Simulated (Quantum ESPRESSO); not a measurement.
Crystal: CsPbBr3.

```
Pb Cs Br
1.0
     5.87000    0.00000    0.00000
     0.00000    5.87000    0.00000
     0.00000    0.00000    5.87000
Pb Cs Br
1 1 3
Direct
  0.50000 0.50000 0.50000
  0.00000 0.00000 0.00000
  0.50000 0.50000 0.00000
  0.50000 0.00000 0.50000
  0.00000 0.50000 0.50000
```

Measurements of this composition are mostly on another form, of space group No. 62.

```yaml
Program: Quantum ESPRESSO 7.5
Task: phonons
Functional: PBE
Dispersion: D2
Potentials_or_basis: SPMS 1.0 PBE
Cutoff: 680 eV
Density_cutoff: 2721 eV
k_mesh: 2 × 2 × 2, shifted
Occupations: fermi-dirac, width 0.05 eV
Spin: no spin polarisation
Mixing_beta: 0.5
Most_SCF_iterations: 120
SCF_threshold: 1e-09 Ry
```

The cell and the atoms were relaxed first, to 35.22 Å³/atom (a = 5.605 Å, b = 5.605 Å, c = 5.605 Å, α = 90.00°, β = 90.00°, γ = 90.00°), and the response was taken there.

The first run showed a gap, so the response started from a second, tighter run with fixed occupations.

Question: What is the highest optical frequency at the zone centre, leaving out the macroscopic field of polar modes?

Answer: 190 cm⁻¹, a mode of symmetry T1u (IR).

Optical modes at Γ, degenerate ones joined, polar ones without the macroscopic field:
```csv
cm⁻¹,components,symmetry,active in
43,3,T1u,IR
65,3,T2u,silent
79,3,T1u,IR
190,3,T1u,IR
```
